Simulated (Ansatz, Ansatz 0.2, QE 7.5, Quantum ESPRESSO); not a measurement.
# Lattice parameters of ferroelectric LiNbO₃: r2SCAN meets the target, plain PBE overestimates the volume

## The question

The reference is the room-temperature cell of ferroelectric LiNbO₃ from "A neutron powder investigation of the high-temperature structure and phase transition in LiNbO3" (doi:10.1107/S0108768193012820, 1994; Crystallography Open Database). Diffraction gives the two edges of the hexagonal cell, a and c. The volume per atom follows from the same edges and is therefore not an independent measurement. Lithium niobate is commonly lithium-deficient, with niobium on some lithium sites, and its cell depends slightly on the Li/Nb ratio. The calculation, by contrast, treats an ideally stoichiometric crystal. This difference matters for fine distinctions between functionals, but is not expected to account for an error of several per cent in an edge.

| compared with | measured | T (K) | method |
| --- | --- | --- | --- |
| a (Å) | 5.1513 | room temperature | structure determination by diffraction |
| c (Å) | 13.8654 | room temperature | structure determination by diffraction |
| volume per atom (Å³) | 10.6212 | room temperature | from the measured cell |

Conditions are those given with the value in the passage it was taken from; "not stated" means there, and the paper may say more elsewhere. The values are a selection: others may have been left out beforehand as unlike or outlying.

## How to go about it

The aim is to obtain both edges of the R3c cell from a full relaxation of cell and ions, using the primitive cell of ten atoms. LiNbO₃ is a non-magnetic wide-gap insulator, so neither spin polarisation nor a Hubbard correction is called for.

Success means a and c each within 1 % of experiment and the volume per atom within 2 %. One per cent in length is about the size of the usual error of a semilocal functional in an oxide, so the limit can tell a good description from an ordinary one. The volume limit is stricter than the two edge limits combined and catches errors that add up along all axes. The computed cell is static, whereas the measured one contains zero-point and thermal expansion, probably a few tenths of a per cent in length; a slightly short computed cell would be physically reasonable.

The meta-GGA r2SCAN is the main level, because it usually reduces the overexpansion of oxides found with PBE. LDA is passed over as the main level for its habitual overbinding. PBE serves as the neighbouring level and as the ground for tests of basis, mesh and potentials.

System: LiNbO3; R3c (no. 161), 10 atoms in the primitive cell; every run starts from another database entry of the same phase; structure from the Crystallography Open Database.

On the selection of runs and values: Further runs on this system are not shown.

## 1. r2SCAN beside PBE

In a ferroelectric oxide the cell shape is tied to the off-centre displacements of the cations, and PBE tends to exaggerate both these displacements and the volume. The r2SCAN relaxation is therefore made at once, with a PBE relaxation at a high cutoff for scale. PBE is expected to give the larger cell, r2SCAN one closer to the measured edges.

**Run 1.** Ansatz 0.2: r2SCAN, Ansatz with its PAW files, non-magnetic, cell and ions relaxed, cutoff 500 eV, k-mesh 6×6×6, smearing 0.05 eV (PAW set soft_1).

Key lines of the input:
```
crystal:
  lattice:
    - [2.5758, 1.4871388234, 4.623]
    - [-2.5758, 1.4871388234, 4.623]
    - [0.0, -2.9742776468, 4.623]
  atoms:
    - { symbol: Li, position: [0.2815, 0.2815, 0.2815] }
    - { symbol: Li, position: [0.7815, 0.7815, 0.7815] }
    - { symbol: Nb, position: [5.5e-05, 5.5e-05, 5.5e-05] }
    - { symbol: Nb, position: [0.500055, 0.500055, 0.500055] }
    - { symbol: O, position: [0.11231, 0.35836, 0.71959] }
    - { symbol: O, position: [0.71959, 0.11231, 0.35836] }
    - { symbol: O, position: [0.35836, 0.71959, 0.11231] }
    - { symbol: O, position: [0.21959, 0.85836, 0.61231] }
    - { symbol: O, position: [0.85836, 0.61231, 0.21959] }
    - { symbol: O, position: [0.61231, 0.21959, 0.85836] }
kpoints:
  mp_grid: { grid: [6, 6, 6] }
scf:
  occupations: { method: fermi_dirac, width: 0.05 }
hamiltonian:
  xc: r2scan
  pseudopotentials: { kind: paw, azcp: { folder: soft_1 } }
relax:
  f_tol: 0.01
  max_steps: 60
  cell: { stress_tol: 0.02 }
output:
  forces: true
  stress: true
```

Command:
```
ansatz run input.yaml --threads 8 --pin off --max-ram 16384MiB --backend cpu --events-out ev --progress --plain --runs-dir out
```

Selected lines of the output:
```
relax step   1: F+E_penalty+E_count = -12961.44713835 eV  max|allowed force component| = 1.028e-1 eV/Å  Δτ_max = 0.0000 Å  P = +0.411 GPa  Ω = 106.252 …
relax step   8: F+E_penalty+E_count = -12961.45342775 eV  max|allowed force component| = 1.423e-3 eV/Å  Δτ_max = 0.0000 Å  P = +0.000 GPa  Ω = 105.782 …
```

Converged; 21 s on 8 cores of Arm Neoverse V2, shared host.

**Run 2.** Ansatz 0.2: PBE, Ansatz with its PAW files, non-magnetic, cell and ions relaxed, cutoff 600 eV, k-mesh 6×6×6, smearing 0.05 eV (PAW set soft_1).

Key lines of the input, as changed from run 1:
```diff
  hamiltonian:
-   xc: r2scan
+   xc: pbe
+ basis:
+   ecutwfc: 600
```

Selected lines of the output:
```
relax step   1: F+E_penalty+E_count = -12929.55026208 eV  max|allowed force component| = 1.989e-1 eV/Å  Δτ_max = 0.0000 Å  P = +4.623 GPa  Ω = 106.252 …
relax step   8: F+E_penalty+E_count = -12929.58820452 eV  max|allowed force component| = 8.026e-4 eV/Å  Δτ_max = 0.0000 Å  P = -0.002 GPa  Ω = 108.987 …
```

Converged; 16 s, same machine.

| quantity | run 1 | run 2 | measured |
| --- | --- | --- | --- |
| a (Å) | 5.1369 | 5.1899 | 5.1513 |
| c (Å) | 13.887 | 14.017 | 13.8654 |
| volume per atom (Å³) | 10.578 | 10.899 | 10.6212 |
| largest shift (Å) | 0.0215 | 0.0091 |  |
| pressure (GPa) | 0.00018 | −0.00217 |  |

r2SCAN meets all three limits: a is 0.28 % short, c 0.16 % long and the volume 0.41 % small. PBE gives the larger cell. Its a is within the limit at +0.75 %, but c narrowly misses at +1.09 % and the volume misses at +2.6 %. The starting structure, from another database entry, has nearly the reference volume; r2SCAN contracts it slightly, while PBE expands it clearly.

The opposite signs of the two r2SCAN edge errors show that the shape of the cell is not quite right. The ratio c/a is 2.703 with r2SCAN and 2.701 with PBE, against 2.692 measured. The gain over PBE thus lies in the volume, not in the axial ratio.

## 2. Mesh, cutoff and potentials under PBE

The PBE excess in c lies so close to the limit that numerical settings could decide it. Two relaxations at a lower common cutoff, one on the same k-mesh and one on a denser mesh, isolate the effect of sampling; the first also shows the effect of cutoff against the PBE run already made. A third relaxation, in Quantum ESPRESSO with ultrasoft potentials, tests the PBE cell against an independent set of potentials. For a wide-gap insulator the mesh should matter little. These tests apply to PBE and do not establish the convergence of the r2SCAN cell.

**Run 3.** Ansatz 0.2: PBE, Ansatz with its PAW files, non-magnetic, cell and ions relaxed, cutoff 420 eV, k-mesh 6×6×6, smearing 0.05 eV (PAW set soft_1).

Key lines of the input, as changed from run 2:
```diff
- basis:
-   ecutwfc: 600
```

Selected lines of the output:
```
relax step  10: F+E_penalty+E_count = -12929.56784911 eV  max|allowed force component| = 1.239e-3 eV/Å  Δτ_max = 0.0000 Å  P = -0.001 GPa  Ω = 108.976 …
```

Converged; 17 s, same machine.

**Run 4.** Ansatz 0.2: PBE, Ansatz with its PAW files, non-magnetic, cell and ions relaxed, cutoff 420 eV, k-mesh 8×8×8, smearing 0.05 eV (PAW set soft_1).

Key lines of the input, as changed from run 3:
```diff
  kpoints:
-   mp_grid: { grid: [6, 6, 6] }
+   mp_grid: { grid: [8, 8, 8] }
```

Selected lines of the output:
```
relax step  10: F+E_penalty+E_count = -12929.56787258 eV  max|allowed force component| = 1.197e-3 eV/Å  Δτ_max = 0.0000 Å  P = -0.001 GPa  Ω = 108.976 …
```

Converged; 29 s, same machine.

**Run 5.** QE 7.5: PBE, Quantum ESPRESSO with GBRV 1.5 ultrasoft, non-magnetic, cell and ions relaxed, cutoff 544 eV, k-mesh 6×6×6, smearing 0.05 eV, density cutoff 3265 eV.

Key lines of the input:
```
&control
  calculation = 'vc-relax'
  forc_conv_thr = 3.89e-04
  etot_conv_thr = 1.0e-4
  nstep = 60
/
&system
  ecutwfc = 40
  ecutrho = 240
  occupations = 'smearing'
  smearing = 'fd'
  degauss = 0.00367
/
&electrons
  conv_thr = 5.0e-08
  mixing_beta = 0.4
  electron_maxstep = 120
/
&ions
/
&cell
  press_conv_thr = 0.15
/
ATOMIC_SPECIES
  Li 6.940 li_pbe_v1.4.uspp.F.UPF
  Nb 92.906 nb_pbe_v1.uspp.F.UPF
  O 15.999 o_pbe_v1.2.uspp.F.UPF
[... cell and positions ...]
K_POINTS automatic
  6 6 6 0 0 0
```

Command:
```
OMP_NUM_THREADS=1 mpirun -n 8 pw.x -nk 8 -in pw.in > pw.x.log
```

Selected lines of the output:
```
     bfgs converged in  10 scf cycles and   9 bfgs steps
     Final scf calculation at the relaxed structure.
     c_bands:  1 eigenvalues not converged
          total   stress  (Ry/bohr**3)                   (kbar)     P=        0.33
```

Converged; 1.9 min, same machine.

| quantity | run 3 | run 4 | run 5 | measured |
| --- | --- | --- | --- | --- |
| a (Å) | 5.1898 | 5.1898 | 5.1912 | 5.1513 |
| c (Å) | 14.016 | 14.016 | 14.017 | 13.8654 |
| volume per atom (Å³) | 10.898 | 10.898 | 10.904 | 10.6212 |
| largest shift (Å) | 0.0093 | 0.0093 | 0.0087 |  |
| pressure (GPa) | −0.00113 | −0.00087 | 0.03300 |  |

The PBE cell hardly responds to the settings tested. Going from the 6×6×6 to the 8×8×8 mesh changes neither edge within the printed digits, and the cutoffs of 420 and 600 eV give edges that differ only in the last digit. Quantum ESPRESSO with ultrasoft potentials gives an a longer by 0.0013 Å than the 600 eV run and the same c, although program and potentials both differ.

The excess of PBE in c therefore remains at 1.09 %, and that in volume at 2.6 to 2.7 %. The miss in c is narrow, but the spread among these runs is much too small to move it across the limit. The volume error is the clearer sign of PBE's overexpansion.

Quantum ESPRESSO reports one unconverged eigenvalue in a diagonalisation during the final calculation on the relaxed cell. The relaxation nevertheless converged, and the close agreement of the cells gives no sign that the message affected the structure.

## The runs side by side

| run | settings | a (Å) | c (Å) | volume per atom (Å³) | cost |
| --- | --- | --- | --- | --- | --- |
| 1 | Ansatz: r2SCAN, Ansatz with its PAW files, cutoff 500 eV, k-mesh 6×6×6, smearing 0.05 eV (PAW set soft_1) | 5.1369 | 13.887 | 10.578 | 2.8 core-min |
| 2 | Ansatz: PBE, Ansatz with its PAW files, cutoff 600 eV, k-mesh 6×6×6, smearing 0.05 eV (PAW set soft_1) | 5.1899 | 14.017 | 10.899 | 2.2 core-min |
| 3 | Ansatz: PBE, Ansatz with its PAW files, cutoff 420 eV, k-mesh 6×6×6, smearing 0.05 eV (PAW set soft_1) | 5.1898 | 14.016 | 10.898 | 2.2 core-min |
| 4 | Ansatz: PBE, Ansatz with its PAW files, cutoff 420 eV, k-mesh 8×8×8, smearing 0.05 eV (PAW set soft_1) | 5.1898 | 14.016 | 10.898 | 3.8 core-min |
| 5 | QE: PBE, Quantum ESPRESSO with GBRV 1.5 ultrasoft, cutoff 544 eV, k-mesh 6×6×6, smearing 0.05 eV, density cutoff 3265 eV | 5.1912 | 14.017 | 10.904 | 15 core-min |
|  | measured | 5.1513 | 13.8654 | 10.6212 |  |

Further runs on the same system, made beside this series (convergence steps with loose settings among them):

| further | settings | a (Å) | c (Å) | volume per atom (Å³) | cost | status |
| --- | --- | --- | --- | --- | --- | --- |
| F1 | Ansatz: r2SCAN+rVV10, Ansatz with its PAW files, cutoff 500 eV, k-mesh 6×6×6, smearing 0.05 eV (PAW set soft_1) | 5.1155 | 13.841 | 10.455 | 4.2 core-min |  |
| F2 | Ansatz: PBE-D3(BJ), Ansatz with its PAW files, cutoff 420 eV, k-mesh 6×6×6, smearing 0.05 eV (PAW set soft_1) | 5.1307 | 13.890 | 10.555 | 2.1 core-min |  |
| F3 | Ansatz: PBE-D4, Ansatz with its PAW files, cutoff 420 eV, k-mesh 6×6×6, smearing 0.05 eV (PAW set soft_1) | 5.1455 | 13.921 | 10.639 | 1.7 core-min |  |
| F4 | Ansatz: RPBE, Ansatz with its PAW files, cutoff 420 eV, k-mesh 6×6×6, smearing 0.05 eV (PAW set soft_1) | 5.2527 | 14.186 | 11.299 | 2.2 core-min |  |
| F5 | Ansatz: LDA, Ansatz with its PAW files, cutoff 420 eV, k-mesh 6×6×6, smearing 0.05 eV (PAW set soft_1 (PAW files made with PBE)) | 5.0665 | 13.689 | 10.143 | 2.1 core-min |  |
| F6 | Ansatz: PBE, Ansatz with its PAW files, cutoff 420 eV, k-mesh 3×3×3, smearing 0.05 eV (PAW set soft_1) | 5.1896 | 14.019 | 10.899 | under 1 core-min |  |
| F7 | Ansatz: PBE, Ansatz with its PAW files, cutoff 420 eV, k-mesh 4×4×4, smearing 0.05 eV (PAW set soft_1) | 5.1898 | 14.016 | 10.898 | under 1 core-min |  |
| F8 | Ansatz: PBE, Ansatz with its PAW files, cutoff 300 eV, k-mesh 6×6×6, smearing 0.05 eV (PAW set soft_1) | 5.1872 | 14.034 | 10.901 | 3.1 core-min | warnings: cutoff_below_recommended |
| F9 | Ansatz: PBE, Ansatz with its PAW files, cutoff 420 eV, k-mesh 6×6×6, smearing 0.01 eV (PAW set soft_1) | 5.1898 | 14.016 | 10.898 | 2 core-min |  |
|  | measured | 5.1513 | 13.8654 | 10.6212 |  |  |

## What the runs support

r2SCAN meets the target for all three quantities: a is 0.28 % short, c 0.16 % long and the volume per atom 0.41 % small, at a cost of 2.8 core-minutes. Plain PBE fails, narrowly in c and clearly in volume, which is 2.6 % too large.

The r2SCAN relaxation and its PBE neighbour decided the matter. The denser mesh proved unnecessary, since a 4×4×4 mesh already gives the same PBE cell. The agreement with Quantum ESPRESSO and other potentials supports attributing PBE's excess to the functional. These checks apply to PBE; for r2SCAN, convergence with cutoff and mesh and the influence of the potentials are not shown in this report.

r2SCAN is not the only route to the target. PBE with D3(BJ) or D4 and r2SCAN+rVV10 also pass, whereas LDA is clearly too small and RPBE too large. The differences among the passing levels are too small to rank them, given the unknown thermal and zero-point expansion and the dependence on lithium content.

The small r2SCAN volume error partly reflects a cancellation between the axes. Allowing for a few tenths of a per cent of expansion would improve a but worsen c. Every functional shown gives too large a c/a ratio, by roughly 0.3 to 0.6 %. Lithium niobate is known to expand more along a than along c on heating, which acts in the right direction, whereas lithium deficiency lengthens both edges slightly and hardly changes their ratio. The size of neither effect is shown in this report. The reference itself looks sound: four other database entries agree with its edges within 0.3 %. These runs do not tell how much of the error in axial ratio comes from temperature and how much from the functionals.

[Logs are printed without paths, hosts, clocks, repeated set-up lines and the standing remarks that a program may print on its own settings, such as how far it seeks lower states.]

[The runs shown are a pick from a larger set of finished runs; failed, doubtful and other runs were left out of it ahead of writing. So were measured values far from every level or from commonly accepted values, and agreement can look better than it is. Lines of input and output are excerpts and may be shortened.]
